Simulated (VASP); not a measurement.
Set up this calculation in VASP 6.6.1, as the native input.

- Task: relaxation of cell and atoms
- Functional: PBE
- Potentials or basis: VASP PAW PBE potentials, release 64 (Se)
- Cutoff: 600 eV
- k mesh: 16 × 16 × 16
- Occupations: methfessel-paxton, width 0.1 eV
- Spin: no spin polarisation
- Further INCAR settings: ALGO = Normal; EDIFF = 1e-06; IBRION = 2; EDIFFG = -0.01; NSW = 90; ISIF = 3

The structure of Se lies in POSCAR:

```
Se
1.0
   -1.7034486149      1.7034486149      1.7034486149
    1.7034486149     -1.7034486149      1.7034486149
    1.7034486149      1.7034486149     -1.7034486149
Se
1
Direct
    0.0000000000      0.0000000000      0.0000000000
```

This isn't the form of Se at room conditions, which is trigonal, of chains.

The input as run:

INCAR

```
SYSTEM = Se
  PREC = Accurate
  ENCUT = 600
  EDIFF = 1E-6
  ISMEAR = 1
  SIGMA = 0.1
  LREAL = .False.
  LASPH = .True.
  NELM = 80
  ALGO = Normal
  ISIF = 3
  LWAVE = .False.
  LCHARG = .False.
  GGA = PE
  IBRION = 2
  NSW = 90
  EDIFFG = -0.01
```

KPOINTS

```
regular mesh
0
Gamma
  16 16 16
  0 0 0
```

Potentials or basis: VASP PAW PBE potentials, release 64 (Se).

Run with:

```sh
$ cat potpaw_PBE.64/Se/POTCAR > POTCAR
$ mpirun -np 1 vasp_std > vasp.out
```

It gave:

```yaml
Relaxed_volume: 20.35 Å³/atom
Relaxed_cell: a = 2.979 Å, b = 2.979 Å, c = 2.979 Å, α = 109.47°, β = 109.47°, γ = 109.47°
Space_group_after_relaxing_to_0.05_Å: Im-3m (No. 229)
Energy_gained_by_relaxing: 3.8 meV/atom
Ionic_steps: 3
Pressure_after_relaxing: 0.0 GPa
Band_gap_on_the_k_mesh: none (metal or under the smearing width)
```

It took 11 s on 1 thread of Intel(R) Xeon(R) 6975P-C (Granite Rapids), with other jobs on the host, peak memory 0.15 GiB.
